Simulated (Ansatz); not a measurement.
# Bi in Ansatz: the effect of functional

Crystal: Bi.

```
Bi
1.0
     2.29734    1.32637    3.98982
    -2.29734    1.32637    3.98982
     0.00000   -2.65274    3.98982
Bi
2
Cartesian
  0.0000 0.0000 9.1686
  0.0000 0.0000 2.8009
```

The cell isn't the ideal one: volume scaled by 1.04.

Alike in all runs:

```yaml
Program: Ansatz 0.2.0
Task: single point
Potentials_or_basis: Ansatz PAW
k_mesh: 7 × 7 × 7
Occupations: fermi-dirac, width 0.05 eV
Spin: no spin polarisation
```

| functional | cutoff | gap on the mesh (eV) | pressure (GPa) | largest force (eV/Å) |
| --- | --- | --- | --- | --- |
| LDA | 420 eV (not typed: the program's choice for these potentials) | 0.25 | -3.2 | 0.12 |
| PBEsol | 420 eV (not typed: the program's choice for these potentials) | 0.24 | -2.1 | 0.04 |
| r2SCAN | 500 eV (not typed: the program's choice for these potentials) | ? | ? | ? |

What does the run with functional r2SCAN give?

gap on the mesh 0.27 eV; pressure -0.7 GPa; largest force 0.16 eV/Å.

Caveats: odd divisions of the mesh miss points on the zone boundary, where band edges often lie, so the gap on the mesh can be too wide; spin-orbit coupling is left out, which as a rule narrows the gap of such compounds by several tenths of an eV; the PAW data sets come from PBE, with cores solved anew for the run's functional, which leaves a small shift of forces and pressure.

A k mesh can miss the band edges.

Runs at the PBE level aren't shown here.
